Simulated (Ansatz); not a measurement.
# MgO: the cost of one run

Program: Ansatz 0.2.0. Level of theory: DFT PBE, scalar-relativistic, plane waves, PAW. These are calculated values, not measurements.

**1. Starting point**

The structure is trigonal, space group R-3m (No. 166). The conventional cell has a = 2.995 Å, b = 2.995 Å, c = 59.947 Å, α = 90.00°, β = 90.00°, γ = 120.00°. Mg (site symmetry 3m) has 6 O at 2.17 Å as nearest neighbours. Mg (site symmetry 3m) has 6 O at 2.12 Å as nearest neighbours. Mg (site symmetry -3m) is surrounded by 6 O at 2.12 Å. Around O (site symmetry 3m) lie 6 Mg at 2.12 Å. O (site symmetry 3m) is surrounded by 6 Mg at 2.12 to 2.17 Å. Only part of the 9 independent sites is listed.

Coordinates:

```cif
data_structure
_symmetry_space_group_name_H-M 'R-3m:H'
_symmetry_Int_Tables_number 166
_cell_length_a 2.9949
_cell_length_b 2.9949
_cell_length_c 59.9466
_cell_angle_alpha 90.000
_cell_angle_beta 90.000
_cell_angle_gamma 120.000
_cell_volume 465.65
loop_
_atom_site_label
_atom_site_type_symbol
_atom_site_symmetry_multiplicity
_atom_site_Wyckoff_symbol
_atom_site_fract_x
_atom_site_fract_y
_atom_site_fract_z
_atom_site_occupancy
Mg1 Mg 6 c 0.66667 0.33333 0.70894 1
Mg2 Mg 6 c 0.00000 0.00000 0.79227 1
Mg3 Mg 6 c 0.00000 0.00000 0.91544 1
Mg4 Mg 3 b 0.66667 0.33333 0.83333 1
Mg5 Mg 3 a 0.00000 0.00000 0.00000 1
O1 O 6 c 0.33333 0.66667 0.81280 1
O2 O 6 c 0.66667 0.33333 0.77175 1
O3 O 6 c 0.33333 0.66667 0.97954 1
O4 O 6 c 0.33333 0.66667 0.93590 1
```

The structure comes from the Materials Project (structure only).

**2. The base run**

File input.yaml:

```yaml
crystal:
  lattice:
    - [-1.4974545975, 2.593667445, 0.0]
    - [-2.994909195, 0.0, 0.0]
    - [-1.4974545975, 0.864555815, 19.9822138309]
  atoms:
    - { symbol: Mg, position: [0.624394, 0.624394, 0.126818] }
    - { symbol: Mg, position: [0.375606, 0.375606, 0.873182] }
    - { symbol: Mg, position: [0.207729, 0.207729, 0.376813] }
    - { symbol: Mg, position: [0.792271, 0.792271, 0.623187] }
    - { symbol: Mg, position: [0.08456, 0.08456, 0.74632] }
    - { symbol: Mg, position: [0.91544, 0.91544, 0.25368] }
    - { symbol: Mg, position: [0.5, 0.5, 0.5] }
    - { symbol: Mg, position: [0.0, 0.0, 0.0] }
    - { symbol: O, position: [0.853865, 0.853865, 0.438405] }
    - { symbol: O, position: [0.146135, 0.146135, 0.561595] }
    - { symbol: O, position: [0.561583, 0.561583, 0.315251] }
    - { symbol: O, position: [0.438417, 0.438417, 0.684749] }
    - { symbol: O, position: [0.687125, 0.687125, 0.938625] }
    - { symbol: O, position: [0.312875, 0.312875, 0.061375] }
    - { symbol: O, position: [0.730764, 0.730764, 0.807708] }
    - { symbol: O, position: [0.269236, 0.269236, 0.192292] }
basis:
  ecutwfc: 500
  fft_grid_basis: typed
kpoints:
  mp_grid: { grid: [9, 9, 10] }
hamiltonian:
  xc: pbe
scf:
  occupations: { method: gaussian, width: 0.05 }
output:
  forces: true
  stress: true
  eigenvalues: true
  bader: true
  write_density: true
  volumetric_format: npy
  elf: true
```

Run with:

```bash
$ ansatz run input.yaml --threads 4 --pin off --max-ram 8192MiB --backend cpu --events-out ev --progress --plain --runs-dir out
```

What time and memory should one allow on 4 threads of Intel Xeon 6975P-C (Granite Rapids), shared host?

About 44 s, with a peak of 2.3 GiB.
